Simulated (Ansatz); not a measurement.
# Si: the cost of one run

Method: DFT PBE, scalar-relativistic, plane waves, PAW, in Ansatz 0.2.0.

### 1 The system as given

The structure is tetragonal, space group I4/mmm (No. 139). The conventional cell has a = 6.651 Å, b = 6.651 Å, c = 3.845 Å, α = 90.00°, β = 90.00°, γ = 90.00°. Around Si (site symmetry m2m) lie 4 Si at 2.34 to 2.38 Å.

As a file:

```cif
data_structure
_symmetry_space_group_name_H-M 'P 1'
_symmetry_Int_Tables_number 1
_cell_length_a 10.1612
_cell_length_b 10.6902
_cell_length_c 14.2469
_cell_angle_alpha 108.320
_cell_angle_beta 92.882
_cell_angle_gamma 109.827
_cell_volume 1360.57
loop_
_atom_site_label
_atom_site_type_symbol
_atom_site_fract_x
_atom_site_fract_y
_atom_site_fract_z
_atom_site_occupancy
Si1 Si 0.13410 0.95530 0.95530 1
Si2 Si 0.38410 0.70530 0.70530 1
Si3 Si 0.13410 0.70530 0.20530 1
Si4 Si 0.63410 0.45530 0.45530 1
Si5 Si 0.88410 0.20530 0.20530 1
Si6 Si 0.38410 0.45530 0.95530 1
Si7 Si 0.63410 0.20530 0.70530 1
Si8 Si 0.13410 0.45530 0.45530 1
Si9 Si 0.38410 0.20530 0.20530 1
Si10 Si 0.13410 0.20530 0.70530 1
Si11 Si 0.88410 0.95530 0.45530 1
Si12 Si 0.63410 0.95530 0.95530 1
Si13 Si 0.88410 0.70530 0.70530 1
Si14 Si 0.38410 0.95530 0.45530 1
Si15 Si 0.63410 0.70530 0.20530 1
Si16 Si 0.88410 0.45530 0.95530 1
Si17 Si 0.11590 0.54470 0.04470 1
Si18 Si 0.36590 0.29470 0.79470 1
Si19 Si 0.61590 0.04470 0.54470 1
Si20 Si 0.11590 0.29470 0.29470 1
Si21 Si 0.36590 0.04470 0.04470 1
Si22 Si 0.11590 0.04470 0.54470 1
Si23 Si 0.86590 0.79470 0.29470 1
Si24 Si 0.61590 0.79470 0.79470 1
Si25 Si 0.86590 0.54470 0.54470 1
Si26 Si 0.36590 0.79470 0.29470 1
Si27 Si 0.61590 0.54470 0.04470 1
Si28 Si 0.11590 0.79470 0.79470 1
Si29 Si 0.36590 0.54470 0.54470 1
Si30 Si 0.86590 0.29470 0.79470 1
Si31 Si 0.61590 0.29470 0.29470 1
Si32 Si 0.86590 0.04470 0.04470 1
Si33 Si 0.04470 0.13410 0.95530 1
Si34 Si 0.29470 0.88410 0.70530 1
Si35 Si 0.54470 0.63410 0.45530 1
Si36 Si 0.04470 0.88410 0.20530 1
Si37 Si 0.29470 0.63410 0.95530 1
Si38 Si 0.04470 0.63410 0.45530 1
Si39 Si 0.79470 0.38410 0.20530 1
Si40 Si 0.54470 0.38410 0.70530 1
Si41 Si 0.79470 0.13410 0.45530 1
Si42 Si 0.29470 0.38410 0.20530 1
Si43 Si 0.54470 0.13410 0.95530 1
Si44 Si 0.04470 0.38410 0.70530 1
Si45 Si 0.29470 0.13410 0.45530 1
Si46 Si 0.79470 0.88410 0.70530 1
Si47 Si 0.54470 0.88410 0.20530 1
Si48 Si 0.79470 0.63410 0.95530 1
Si49 Si 0.20530 0.61590 0.79470 1
Si50 Si 0.45530 0.36590 0.54470 1
Si51 Si 0.70530 0.11590 0.29470 1
Si52 Si 0.20530 0.36590 0.04470 1
Si53 Si 0.45530 0.11590 0.79470 1
Si54 Si 0.20530 0.11590 0.29470 1
Si55 Si 0.95530 0.86590 0.04470 1
Si56 Si 0.70530 0.86590 0.54470 1
Si57 Si 0.95530 0.61590 0.29470 1
Si58 Si 0.45530 0.86590 0.04470 1
Si59 Si 0.70530 0.61590 0.79470 1
Si60 Si 0.20530 0.86590 0.54470 1
Si61 Si 0.45530 0.61590 0.29470 1
Si62 Si 0.95530 0.36590 0.54470 1
Si63 Si 0.70530 0.36590 0.04470 1
Si64 Si 0.95530 0.11590 0.79470 1
```

The runs take a perfect supercell of 64 atoms; the defect goes to fractional position (0.134, 0.955, 0.955).

### 2 The perfect supercell

input.yaml reads:

```yaml
crystal:
  lattice:
    - [6.650888, 6.650889, 3.844771]
    - [-9.976333, 3.325444, 1.922386]
    - [3.325444, -9.976333, 9.611928]
  atoms:
    - { symbol: Si, position: [0.134101, 0.9553, 0.9553] }
    - { symbol: Si, position: [0.384101, 0.7053, 0.7053] }
    - { symbol: Si, position: [0.134101, 0.7053, 0.2053] }
    - { symbol: Si, position: [0.634101, 0.4553, 0.4553] }
    - { symbol: Si, position: [0.884101, 0.2053, 0.2053] }
    - { symbol: Si, position: [0.384101, 0.4553, 0.9553] }
    - { symbol: Si, position: [0.634101, 0.2053, 0.7053] }
    - { symbol: Si, position: [0.134101, 0.4553, 0.4553] }
    - { symbol: Si, position: [0.384101, 0.2053, 0.2053] }
    - { symbol: Si, position: [0.134101, 0.2053, 0.7053] }
    - { symbol: Si, position: [0.884101, 0.9553, 0.4553] }
    - { symbol: Si, position: [0.634101, 0.9553, 0.9553] }
    - { symbol: Si, position: [0.884101, 0.7053, 0.7053] }
    - { symbol: Si, position: [0.384101, 0.9553, 0.4553] }
    - { symbol: Si, position: [0.634101, 0.7053, 0.2053] }
    - { symbol: Si, position: [0.884101, 0.4553, 0.9553] }
    - { symbol: Si, position: [0.115899, 0.5447, 0.0447] }
    - { symbol: Si, position: [0.365899, 0.2947, 0.7947] }
    - { symbol: Si, position: [0.615899, 0.0447, 0.5447] }
    - { symbol: Si, position: [0.115899, 0.2947, 0.2947] }
    - { symbol: Si, position: [0.365899, 0.0447, 0.0447] }
    - { symbol: Si, position: [0.115899, 0.0447, 0.5447] }
    - { symbol: Si, position: [0.865899, 0.7947, 0.2947] }
    - { symbol: Si, position: [0.615899, 0.7947, 0.7947] }
    - { symbol: Si, position: [0.865899, 0.5447, 0.5447] }
    - { symbol: Si, position: [0.365899, 0.7947, 0.2947] }
    - { symbol: Si, position: [0.615899, 0.5447, 0.0447] }
    - { symbol: Si, position: [0.115899, 0.7947, 0.7947] }
    - { symbol: Si, position: [0.365899, 0.5447, 0.5447] }
    - { symbol: Si, position: [0.865899, 0.2947, 0.7947] }
    - { symbol: Si, position: [0.615899, 0.2947, 0.2947] }
    - { symbol: Si, position: [0.865899, 0.0447, 0.0447] }
    - { symbol: Si, position: [0.0447, 0.134101, 0.9553] }
    - { symbol: Si, position: [0.2947, 0.884101, 0.7053] }
    - { symbol: Si, position: [0.5447, 0.634101, 0.4553] }
    - { symbol: Si, position: [0.0447, 0.884101, 0.2053] }
    - { symbol: Si, position: [0.2947, 0.634101, 0.9553] }
    - { symbol: Si, position: [0.0447, 0.634101, 0.4553] }
    - { symbol: Si, position: [0.7947, 0.384101, 0.2053] }
    - { symbol: Si, position: [0.5447, 0.384101, 0.7053] }
    - { symbol: Si, position: [0.7947, 0.134101, 0.4553] }
    - { symbol: Si, position: [0.2947, 0.384101, 0.2053] }
    - { symbol: Si, position: [0.5447, 0.134101, 0.9553] }
    - { symbol: Si, position: [0.0447, 0.384101, 0.7053] }
    - { symbol: Si, position: [0.2947, 0.134101, 0.4553] }
    - { symbol: Si, position: [0.7947, 0.884101, 0.7053] }
    - { symbol: Si, position: [0.5447, 0.884101, 0.2053] }
    - { symbol: Si, position: [0.7947, 0.634101, 0.9553] }
    - { symbol: Si, position: [0.2053, 0.615899, 0.7947] }
    - { symbol: Si, position: [0.4553, 0.365899, 0.5447] }
    - { symbol: Si, position: [0.7053, 0.115899, 0.2947] }
    - { symbol: Si, position: [0.2053, 0.365899, 0.0447] }
    - { symbol: Si, position: [0.4553, 0.115899, 0.7947] }
    - { symbol: Si, position: [0.2053, 0.115899, 0.2947] }
    - { symbol: Si, position: [0.9553, 0.865899, 0.0447] }
    - { symbol: Si, position: [0.7053, 0.865899, 0.5447] }
    - { symbol: Si, position: [0.9553, 0.615899, 0.2947] }
    - { symbol: Si, position: [0.4553, 0.865899, 0.0447] }
    - { symbol: Si, position: [0.7053, 0.615899, 0.7947] }
    - { symbol: Si, position: [0.2053, 0.865899, 0.5447] }
    - { symbol: Si, position: [0.4553, 0.615899, 0.2947] }
    - { symbol: Si, position: [0.9553, 0.365899, 0.5447] }
    - { symbol: Si, position: [0.7053, 0.365899, 0.0447] }
    - { symbol: Si, position: [0.9553, 0.115899, 0.7947] }
basis:
  ecutwfc: 420
  fft_grid_basis: typed
kpoints:
  mp_grid: { grid: [1, 1, 1] }
hamiltonian:
  xc: pbe
  pseudopotentials: { kind: paw }
scf:
  occupations: { method: gaussian, width: 0.05 }
output:
  forces: true
  stress: false
  eigenvalues: true
  bader: false
  write_density: true
  volumetric_format: npy
```

Run with:

```
> ansatz run input.yaml --threads 4 --pin off --max-ram 10240MiB --backend cpu --events-out ev --progress --plain --runs-dir out
```

**Question.** How long does this run take on 4 threads of Arm Neoverse N1, shared host, and how much memory does it need?

About 9.3 s, with a peak of 1.1 GiB.
